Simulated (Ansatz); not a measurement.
TiSi$_{2}$: computed properties

The calculation used DFT PBEsol, scalar-relativistic, plane waves, PAW in Ansatz 0.2.0.

Cutoff 420 eV; k points 10×10×10 on the computed 6-atom cell (Γ-centred); Gaussian smearing, width 0.10 eV; no spin polarisation.

The structure is relaxed at this level of theory with its symmetry kept.

```
CELL_PARAMETERS angstrom
0.00000 4.09106 4.24805
2.38088 0.00000 4.24805
2.38088 4.09106 0.00000
ATOMIC_POSITIONS crystal
Ti 0.75000 0.75000 0.75000
Ti 0.50000 0.50000 0.50000
Si 0.08617 0.41383 0.08617
Si 0.41383 0.08617 0.41383
Si 0.16383 0.83617 0.16383
Si 0.83617 0.16383 0.83617
```

```
Space group                                                       : Fddd (No. 70)
Volume per atom                                                   : 13.79 Å³
Formation energy from the elements' standard states (uncorrected) : -0.672 eV/atom
Kohn–Sham band gap                                                : none (metal)
Density of states at the Fermi level                              : 2.25 states/eV per cell
Löwdin character within 0.5 eV of the Fermi level                 : Ti 3d 68 %, Si 3p 24 %, unprojected 4 %
Bulk modulus                                                      : 151 GPa
Its pressure derivative                                           : 4.3
Bader charges (e)                                                 : Ti (2 in the cell) 1.09, Si (4 in the cell) -0.54
```